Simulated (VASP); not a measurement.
**VASP 6.6.1, PBE single-point calculation, ZnSe (strained zincblende)**

INCAR

```
NBANDS = 16
GGA = PE
IBRION = -1
LCHARG = .FALSE.
ENCUT = 520
ISMEAR = -1
NSW = 0
NELM = 120
LREAL = .FALSE.
LASPH = .TRUE.
PREC = Accurate
SIGMA = 0.02
ISIF = 2
EDIFF = 1E-7
LWAVE = .FALSE.
```

KPOINTS

```
KPOINTS created by Atomic Simulation Environment
0
Gamma
8 8 8
0 0 0
```

KPOINTS_OPT

```
special points
6
Reciprocal
0.0000000000 0.0000000000 0.0000000000 1
-0.5000000000 -0.5000000000 0.0000000000 1
-0.3750000000 -0.3750000000 0.2500000000 1
-0.3750000000 0.0000000000 0.3750000000 1
0.0000000000 0.0000000000 0.5000000000 1
-0.5000000000 -0.2500000000 0.2500000000 1
```

POSCAR

```
Zn Se
 1.0000000000000000
     0.0000000000000000    2.7474480638999998    2.9296683481999999
     2.7474480638999998    0.0000000000000000    2.9296683481999999
     2.7474480638999998    2.7474480638999998    0.0000000000000000
 Zn  Se
   1   1
Cartesian
  0.0000000000000000  0.0000000000000000  0.0000000000000000
  1.3737240319499997  1.3737240319499997  1.4648341740999997
```

VASP ran with the recommended PBE PAW datasets (18 valence electrons in the cell).

Command

```
mpirun -np 1 vasp_std
```

From OUTCAR

```
k-points           NKPTS =     59   k-points in BZ     NKDIM =     59   number of bands    NBANDS=     16

   NELECT =      18.0000    total number of electrons

   dimension x,y,z NGX =    30 NGY =   30 NGZ =   30
   dimension x,y,z NGXF=    60 NGYF=   60 NGZF=   60

  energy-cutoff  :      520.00
  volume of cell :       44.23
      direct lattice vectors                 reciprocal lattice vectors
     0.000000000  2.747448064  2.929668348    -0.181987062  0.181987062  0.170667782
     2.747448064  0.000000000  2.929668348     0.181987062 -0.181987062  0.170667782
     2.747448064  2.747448064  0.000000000     0.181987062  0.181987062 -0.170667782

 k-points in reciprocal lattice and weights: KPOINTS created by Atomic Simulation Env
   0.00000000  0.00000000  0.00000000       0.002
   0.12500000 -0.00000000  0.00000000       0.016
   0.25000000 -0.00000000  0.00000000       0.016
   0.37500000 -0.00000000  0.00000000       0.016
   0.50000000 -0.00000000  0.00000000       0.008
   0.12500000  0.12500000  0.00000000       0.004
   0.25000000  0.12500000  0.00000000       0.016
   0.37500000  0.12500000  0.00000000       0.016
   ...

 E-fermi :   2.3175

 k-point     1 :       0.0000    0.0000    0.0000
  band No.  band energies     occupation
      1     -11.5768      2.00000
      2      -4.8094      2.00000
      3      -4.7770      2.00000
      4      -4.7770      2.00000
      5      -4.4035      2.00000
      6      -4.3902      2.00000
      7       1.6751      2.00000
      8       1.9490      2.00000
      9       1.9490      2.00000
     10       3.2484      0.00000
     11       7.6727      0.00000
     12       7.6727      0.00000
     13       7.6935      0.00000
     14      11.8736      0.00000
     15      12.7249      0.00000
     16      13.9866      0.00000

 k-point     2 :       0.1250   -0.0000    0.0000
  band No.  band energies     occupation
      1     -11.4702      2.00000
      2      -4.7981      2.00000
      3      -4.7681      2.00000
      4      -4.7593      2.00000
      5      -4.4031      2.00000
      6      -4.3933      2.00000
      7       0.5125      2.00000
      8       1.5954      2.00000
      9       1.8097      2.00000
     10       4.2325      0.00000
     11       7.5572      0.00000
     12       7.9515      0.00000
     13       7.9956      0.00000
     14      12.0148      0.00000
     15      12.8357      0.00000
     16      13.0159      0.00000

 k-point     3 :       0.2500   -0.0000    0.0000
  band No.  band energies     occupation
      1     -11.1922      2.00000
      2      -4.7597      2.00000
      3      -4.7229      2.00000
      4      -4.7198      2.00000
      5      -4.3966      2.00000
      6      -4.3956      2.00000
      7      -1.2596      2.00000
      8       1.2102      2.00000
      9       1.5128      2.00000
     10       4.6626      0.00000
     11       8.0437      0.00000
     12       8.4360      0.00000
     13       8.6717      0.00000
     14      12.0231      0.00000
     15      12.5198      0.00000
     16      12.8825      0.00000

 k-point     4 :       0.3750   -0.0000    0.0000
  band No.  band energies     occupation
      1     -10.8781      2.00000
      2      -4.7264      2.00000
      3      -4.6868      2.00000
      4      -4.5378      2.00000
      5      -4.3914      2.00000
      6      -4.3745      2.00000
      7      -2.7501      2.00000
      8       0.8798      2.00000
      9       1.2555      2.00000
     10       4.4968      0.00000
     11       8.1186      0.00000
     12       8.5549      0.00000
     13      10.0293      0.00000
     14      12.3140      0.00000
     15      13.4081      0.00000
     16      13.7304      0.00000

 k-point     5 :       0.5000   -0.0000    0.0000
  band No.  band energies     occupation
      1     -10.7345      2.00000
      2      -4.7177      2.00000
      3      -4.6758      2.00000
      4      -4.3859      2.00000
      5      -4.3739      2.00000
      6      -4.2296      2.00000
      7      -3.5362      2.00000
      8       0.7534      2.00000
      9       1.1575      2.00000
     10       4.3977      0.00000
     11       8.0567      0.00000
     12       8.5092      0.00000
     13      10.5403      0.00000
     14      12.9197      0.00000
     15      14.8382      0.00000
     16      15.2223      0.00000

 k-point     6 :       0.1250    0.1250    0.0000
  band No.  band energies     occupation
      1     -11.4454      2.00000
      2      -4.8178      2.00000
      3      -4.7446      2.00000
      4      -4.7446      2.00000
      5      -4.4169      2.00000
      6      -4.3844      2.00000
      7       0.3766      2.00000
      8       1.5325      2.00000
      9       1.5325      2.00000
     10       4.6264      0.00000
     11       7.0317      0.00000
     12       8.3676      0.00000
     13       8.3676      0.00000
     14      10.7709      0.00000
     15      13.0538      0.00000
     16      14.1846      0.00000

 k-point     7 :       0.2500    0.1250    0.0000
  band No.  band energies     occupation
      1     -11.2322      2.00000
      2      -4.7997      2.00000
      3      -4.7057      2.00000
      4      -4.7040      2.00000
      5      -4.4223      2.00000
      6      -4.3810      2.00000
      7      -0.8626      2.00000
      8       1.0483      2.00000
      9       1.1688      2.00000
     10       5.3870      0.00000
     11       7.0385      0.00000
     12       8.6390      0.00000
     13       9.0285      0.00000
     14      10.7399      0.00000
     15      13.7678      0.00000
     16      14.1062      0.00000

 k-point     8 :       0.3750    0.1250    0.0000
  band No.  band energies     occupation
      1     -10.9266      2.00000
      2      -4.7390      2.00000
      3      -4.6664      2.00000
      4      -4.6039      2.00000
      5      -4.4030      2.00000
      6      -4.3791      2.00000
      7      -2.2678      2.00000
      8       0.4662      2.00000
      9       0.9315      2.00000
     10       5.4320      0.00000
     11       7.5366      0.00000
     12       9.2072      0.00000
     13       9.2613      0.00000
     14      12.1663      0.00000
     15      13.6792      0.00000
     16      14.1823      0.00000

 k-point     9 :       0.5000    0.1250    0.0000
  band No.  band energies     occupation
      1     -10.7086      2.00000
      2      -4.7147      2.00000
      3      -4.6526      2.00000
      4      -4.4089      2.00000
      5      -4.3831      2.00000
      6      -4.2718      2.00000
      7      -3.2956      2.00000
      8       0.0512      2.00000
      9       0.9233      2.00000
     10       5.3200      0.00000
     11       7.5945      0.00000
     12       9.0506      0.00000
     13      10.5443      0.00000
     14      13.0597      0.00000
     15      14.2973      0.00000
     16      14.9339      0.00000

 k-point    10 :      -0.3750    0.1250    0.0000
  band No.  band energies     occupation
      1     -10.7422      2.00000
      2      -4.7134      2.00000
      3      -4.6635      2.00000
      4      -4.4651      2.00000
      5      -4.3988      2.00000
      6      -4.2976      2.00000
      7      -3.0589      2.00000
      8      -0.0647      2.00000
      9       1.1425      2.00000
     10       5.3265      0.00000
     11       7.8595      0.00000
     12       8.8353      0.00000
     13      10.0359      0.00000
     14      13.0456      0.00000
     15      13.0702      0.00000
     16      15.4532      0.00000

 k-point    11 :      -0.2500    0.1250    0.0000
  band No.  band energies     occupation
      1     -10.9997      2.00000
      2      -4.7385      2.00000
      3      -4.6968      2.00000
      4      -4.6721      2.00000
      5      -4.4109      2.00000
      6      -4.3601      2.00000
      7      -1.8357      2.00000
      8       0.1715      2.00000
      9       1.4921      2.00000
     10       5.4167      0.00000
     11       7.8661      0.00000
     12       8.5917      0.00000
     13       8.8760      0.00000
     14      11.7899      0.00000
     15      13.1798      0.00000
     16      14.3447      0.00000

 k-point    12 :      -0.1250    0.1250    0.0000
  band No.  band energies     occupation
      1     -11.2967      2.00000
      2      -4.7846      2.00000
      3      -4.7426      2.00000
      4      -4.7381      2.00000
      5      -4.4061      2.00000
      6      -4.3865      2.00000
      7      -0.4221      2.00000
      8       0.7914      2.00000
      9       1.7864      2.00000
     10       5.0442      0.00000
     11       7.1927      0.00000
     12       8.1303      0.00000
     13       8.8143      0.00000
     14      11.8928      0.00000
     15      12.6872      0.00000
     16      13.8026      0.00000

 ...

  Total        1.4054748      1.4054748      0.7426531      0.0000000      0.0000000      0.0000000
  in kB       50.9127106     50.9127106     26.9022831      0.0000000      0.0000000      0.0000000
  external PRESSURE =      42.9092348 kB  Pullay stress =       0.0000000 kB

 POSITION                                       TOTAL-FORCE (eV/Angst)
 -----------------------------------------------------------------------------------
      0.00000      0.00000      0.00000        -0.000000     -0.000000      0.000000
      1.37372      1.37372      1.46483         0.000000      0.000000      0.000000
 -----------------------------------------------------------------------------------
    total drift:                               -0.000001     -0.000001      0.000001

  FREE ENERGIE OF THE ION-ELECTRON SYSTEM (eV)
  ---------------------------------------------------
  free  energy   TOTEN  =        -5.9797584996 eV

  energy  without entropy=       -5.9797584996  energy(sigma->0) =       -5.97975850
```

```json
{"gap between bands v and c": "1.30 eV", "least direct gap": "1.30 eV", "pressure": "4.3 GPa"}
```

Band v is the last that the valence electrons fill when counted band by band, and c is the next.

The run took about 49 s on one core of a shared host (Intel Xeon Platinum 8488C) and held 0.21 GiB at most.
